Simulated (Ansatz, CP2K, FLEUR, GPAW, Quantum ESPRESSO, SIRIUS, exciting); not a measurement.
# ZrS2: programs and potentials compared

```
Zr S
1.0
     3.69138    0.00000    0.00000
    -1.84569    3.19683    0.00000
     0.00000    0.00000    6.04108
Zr S
1 2
Cartesian
  0.0000 0.0000 0.0000
  0.0000 2.1312 1.4372
  1.8457 1.0656 4.6038
```

The cell is a database's computed one, not the measured one.

Alike in all runs: task band structure; functional PBE; k mesh 8 × 8 × 5; occupations fermi-dirac, width 0.05 eV; no spin polarisation; no spin-orbit coupling. Pressure is positive in compression and, in plane waves, holds the error of the finite cutoff, which Ansatz's Pulay term estimates and takes out. Gaps are the smaller of the mesh's and the band path's.

| program and potentials | plane-wave cutoff (eV) | notes | band gap (eV) | pressure (GPa) | largest force (eV/Å) |
| --- | --- | --- | --- | --- | --- |
| Ansatz, Ansatz PAW | 420 | - | 1.03 | 0.48 | - |
| Ansatz, Ansatz PAW (files of its older set among them) | 580 | - | 1.03 | 0.51 | - |
| FLEUR, all-electron, FLAPW | - | - | 1.03 | - | - |
| SIRIUS, all-electron FP-LAPW (Koelling-Harmon valence), apw+lo standard | - | - | 1.03 | - | - |
| Ansatz, PseudoDojo stringent (PBE files) | 898 | - | 1.03 | 0.53 | 0.053 |
| exciting, all-electron LAPW+lo, shipped species files, valence relativity iora* | - | - | 1.03 | - | - |
| Ansatz, JTH PAW | 990 | - | 1.03 | 0.43 | - |
| Quantum ESPRESSO, PseudoDojo 0.4.1 SR PBE standard | 898 | - | 1.03 | 0.52 | 0.053 |
| SIRIUS, all-electron FP-LAPW (ZORA valence), apw+lo standard | - | - | 1.03 | - | - |
| CP2K, POTENTIAL_UZH Zr GTH-PBE-q12, S GTH-PBE-q6; TZVP-MOLOPT-PBE-GTH basis | - | atomic basis | 1.03 | 0.71 | 0.144 |
| GPAW, GPAW PAW data sets (gpaw-data 1.2.1) | 600 | - | 1.03 | 0.18 | - |

Force on atom 2 (S), eV/Å:

| program and potentials | x | y | z |
| --- | --- | --- | --- |
| Ansatz, Ansatz PAW | 0.000 | 0.000 | 0.044 |
| Ansatz, Ansatz PAW (files of its older set among them) | 0.000 | 0.000 | 0.047 |
| SIRIUS, all-electron FP-LAPW (Koelling-Harmon valence), apw+lo standard | 0.000 | 0.000 | 0.037 |
| Ansatz, PseudoDojo stringent (PBE files) | 0.000 | 0.000 | 0.053 |
| Ansatz, JTH PAW | 0.000 | 0.000 | 0.033 |
| Quantum ESPRESSO, PseudoDojo 0.4.1 SR PBE standard | 0.000 | 0.000 | 0.053 |
| SIRIUS, all-electron FP-LAPW (ZORA valence), apw+lo standard | 0.000 | 0.000 | 0.037 |
| CP2K, POTENTIAL_UZH Zr GTH-PBE-q12, S GTH-PBE-q6; TZVP-MOLOPT-PBE-GTH basis | 0.000 | 0.000 | 0.144 |

All agree on the band gap. The pressure spans 0.18 (GPAW, GPAW PAW data sets (gpaw-data 1.2.1)) to 0.71 GPa (CP2K, POTENTIAL_UZH Zr GTH-PBE-q12, S GTH-PBE-q6; TZVP-MOLOPT-PBE-GTH basis). The paths' points differ, which is worth about 0.01 eV. Rows in atomic bases carry the error of their basis and grid, which can be large.

The functional is the same throughout but for its coding, so the spread measures potentials, basis and numerics; runs on potential files found faulty are left out.
